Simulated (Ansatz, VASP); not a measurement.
# Two plane-wave programs on HfO2

```
Hf O
1.0
     0.00000    2.54881    2.54881
     2.54881    0.00000    2.54881
     2.54881    2.54881    0.00000
Hf O
1 2
Direct
  0.00000 0.00000 0.00000
  0.25245 0.24755 0.25245
  0.75245 0.74755 0.75245
```

Change from the starting cell: all O atoms moved +0.013 Å, as atom 2 along Cartesian [0 1 0].

Alike in both runs: task single point; functional PBE; k mesh 8 × 8 × 8; occupations gaussian, width 0.05 eV; no spin polarisation.

```csv
,VASP,Ansatz
version,VASP 6.6.1,Ansatz 0.2.0
potentials or method,"VASP PAW PBE potentials, release 64 (Hf_pv, O)","scalar-relativistic, plane waves, PAW"
plane-wave cutoff (eV),520,420
valence electrons in the cell,22,38
```

|  | VASP | Ansatz | Ansatz less VASP |
| --- | --- | --- | --- |
| gap on the k mesh at the Fermi level (eV) | 3.76 | 3.75 | -0.011 |
| least direct gap on the mesh (eV) | 3.76 | 3.75 | -0.011 |
| pressure (GPa) | -3.6 | 0.0 | +3.63 |
| rms of the force components (eV/Å) | 0.022 | 0.024 | +0.0017 |

Atom by atom the forces differ by 0.002 eV/Å (rms over components). The two sets of potentials don't hold the same shells in valence.

Caveats: spin-orbit coupling is left out, which moves the levels of the heavy elements. A k mesh can miss the band edges.
